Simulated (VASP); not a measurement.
## Nb under changes of volume

One of the cells (18.665 Å³/atom); the others are scaled copies at fixed shape and fractional positions:

```
Nb
1.0
     0.00000    2.10539    2.10539
     2.10539    0.00000    2.10539
     2.10539    2.10539    0.00000
Nb
1
Cartesian
  0.0000 0.0000 0.0000
```

This isn't the form of Nb at room conditions, which is bcc.

* Program: VASP 6.6.1
* Functional: r2SCAN
* Potentials or basis: VASP PAW PBE potentials, release 64 (Nb_sv)
* Cutoff: 520 eV
* k mesh: 10 × 10 × 10
* Occupations: fermi-dirac, width 0.05 eV
* Spin: no spin polarisation

```csv
volume (Å³/atom),energy over the lowest point (meV/atom),pressure (GPa)
17.918,17.28,7.5
18.292,4.30,3.5
18.665,0.00,-0.1
19.038,?,?
19.411,14.85,-6.4
```

Question: What does the run at 19.038 Å³/atom give?

Answer: Energy over the lowest point 3.73 meV/atom; pressure -3.4 GPa.

Worked out: A Birch-Murnaghan fit of order 2 (a polynomial in V^(-2/3)) to the other rows has its minimum at 18.67 Å³/atom with B0 = V·E''(V) = 171 GPa. It gives 3.83 meV/atom at 19.038 Å³/atom, against the run's 3.73, and -dE/dV = -3.2 GPa, against -3.4.

Energies are extrapolated to zero smearing.

Caveats: the PAW data sets were made with another functional, which shifts forces and pressure a little.
